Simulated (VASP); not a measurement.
Si3Ge, 8 atoms in the cell. The typed cell holds 8 atoms: a = 6.765 Å, b = 7.001 Å, c = 6.774 Å, α = 132.79°, β = 131.48°, γ = 69.86°. The cell was built by a generator and needn't be a form met in nature.

```yaml
Program: VASP 6.6.1
Task: relaxation of cell and atoms
Functional: PBE
Potentials_or_basis: VASP PAW PBE potentials, release 64 (Si, Ge_d)
Cutoff: 520 eV
k_mesh: 6 × 6 × 6
Occupations: gaussian, width 0.15 eV
Spin: no spin polarisation
Further_INCAR_settings: PREC = Normal; LREAL = Auto; ALGO = Fast; EDIFF = 1e-05; ISYM = 0; IBRION = 2; EDIFFG = -0.03; NSW = 110; ISIF = 3
```

Potentials or basis: VASP PAW PBE potentials, release 64 (Si, Ge_d).

Command:

```bash
$ cat potpaw_PBE.64/Si/POTCAR potpaw_PBE.64/Ge_d/POTCAR > POTCAR
$ mpirun -np 8 vasp_std > vasp.out
```

Hardware: 8 MPI ranks on Intel(R) Xeon(R) Platinum 8488C (Sapphire Rapids), with other jobs on the host.

Task: How long does it take, and how much memory?

Result: It took 11 min on 8 MPI ranks on Intel(R) Xeon(R) Platinum 8488C (Sapphire Rapids), on a shared host, peak memory 0.53 GiB a rank. Counts: scf iterations 99, k points 112, ion steps 16.
